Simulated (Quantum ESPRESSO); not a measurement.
Ag under changes of volume

One of the cells (17.806 Å³/atom); the others are scaled copies at fixed shape and fractional positions:

```
Ag
1.0
     2.93000    0.00000    0.00000
    -1.46500    2.53745    0.00000
     0.00000    0.00000    4.79000
Ag
2
Direct
  0.66667 0.33333 0.75000
  0.33333 0.66667 0.25000
```

This isn't the form of Ag at room conditions, which is fcc.

- Program: Quantum ESPRESSO 7.5
- Functional: PBEsol
- Potentials or basis: GBRV 1.5 PBEsol
- Cutoff: 762 eV
- Density cutoff: 6095 eV
- k mesh: 10 × 10 × 6
- Occupations: fermi-dirac, width 0.05 eV
- Spin: no spin polarisation

| volume (Å³/atom) | energy over the lowest point (meV/atom) | pressure (GPa) |
| --- | --- | --- |
| 16.738 | 0.00 | -0.3 |
| 17.094 | 2.24 | -2.7 |
| 17.450 | 9.29 | -4.7 |
| 17.806 | 20.58 | -6.5 |
| 18.162 | 35.52 | -8.0 |
| 18.518 | 53.61 | -9.3 |
| 18.875 | ? | ? |

Problem. What does the run at 18.875 Å³/atom give?

Solution. Energy over the lowest point 74.44 meV/atom; pressure -10.4 GPa.

Worked out: A Birch-Murnaghan fit of order 3 (a polynomial in V^(-2/3)) to the other rows has its minimum at 16.77 Å³/atom with B0 = V·E''(V) = 117 GPa and B' = 5.6 at fixed shape and positions, which overstates the stiffness. It gives 74.51 meV/atom at 18.875 Å³/atom, against the run's 74.44, and -dE/dV = -9.9 GPa, against -10.4.

Energies are extrapolated to zero smearing.
